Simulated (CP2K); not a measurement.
MgS (Niningerite):

```
S Mg
1.0
     3.67929    0.00000    0.00000
     1.83964    3.18636    0.00000
     1.83964    1.06212    3.00413
S Mg
1 1
Cartesian
  3.6793 2.1242 1.5021
  0.0000 0.0000 0.0000
```

Base run:

```yaml
Program: CP2K 2026.2
Functional: RPBE
Potentials_or_basis: POTENTIAL_UZH S GTH-PBE-q6, Mg GTH-PBE-q10; TZVP-MOLOPT-PBE-GTH basis
Density_cutoff: 19048 eV
k_mesh: 9 × 9 × 9
Occupations: gaussian, width 0.1 eV
Spin: no spin polarisation
```

Its results: band gap on the k mesh 3.03 eV, indirect (least direct gap 3.81 eV); pressure 4.6 GPa.

Task: The run is repeated on the same cell with these changes: dispersion from none to D3(BJ). What comes out?

Result: Band gap on the k mesh 3.03 eV, indirect (least direct gap 3.81 eV); pressure -12.0 GPa.

Dispersion adds attraction, which lowers the pressure at fixed volume and, as a term added to the energy, leaves the levels alone.

Caveats: the potentials were made for another functional, which shifts forces and pressure; the basis of atomic orbitals isn't converged, which shifts pressures, moduli and gaps; an odd mesh through Γ misses points on the zone boundary, where band edges often lie (some runs); the mesh misses the band edges, which the band path finds closer together (some runs).

Not every run made on this cell is shown here.
